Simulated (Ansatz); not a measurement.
## As: single point with PBE

The system is As.

```
As
1.0
     2.70368    0.00000    0.00000
     0.00000    2.70368    0.00000
     0.00000    0.00000    2.70368
As
1
Direct
  0.50000 0.50000 0.50000
```

This isn't the form of As at room conditions, which is rhombohedral.

```
Program             : Ansatz 0.2.0
Task                : single point
Functional          : PBE
Potentials or basis : Ansatz PAW
Cutoff              : 420 eV (not typed: the program's choice for these potentials)
k mesh              : 10 × 10 × 10
Occupations         : gaussian, width 0.025 eV
Spin                : no spin polarisation
```

| Quantity | Value |
| --- | --- |
| Pressure | 2.3 GPa |
| Band gap on the k mesh | none (metal or under the smearing width) |

Levels at points of the mesh, in eV from the Fermi level:
| k point | band 3 | band 4 | band 5 | band 6 | band 7 | band 8 | band 9 | band 10 | band 11 | band 12 |
| --- | --- | --- | --- | --- | --- | --- | --- | --- | --- | --- |
| (0.00, 0.00, 0.00) | -35.90 | -35.90 | -35.90 | -14.96 | 4.18 | 4.18 | 4.18 | 8.62 | 8.62 | 10.58 |
| (0.00, 0.00, -0.50) | -35.92 | -35.91 | -35.90 | -11.81 | -6.91 | 6.47 | 6.47 | 11.40 | 14.15 | 14.92 |
| (0.00, -0.50, -0.50) | -35.92 | -35.92 | -35.86 | -8.53 | -4.24 | -4.24 | 2.55 | 8.64 | 16.88 | 17.95 |
| (-0.50, -0.50, -0.50) | -35.95 | -35.85 | -35.85 | -4.91 | -1.80 | -1.80 | -1.80 | 6.00 | 6.00 | 6.00 |

Run time: 0.62 s on 2 threads of Arm Neoverse V2 (shared host), peak memory 0.26 GiB.
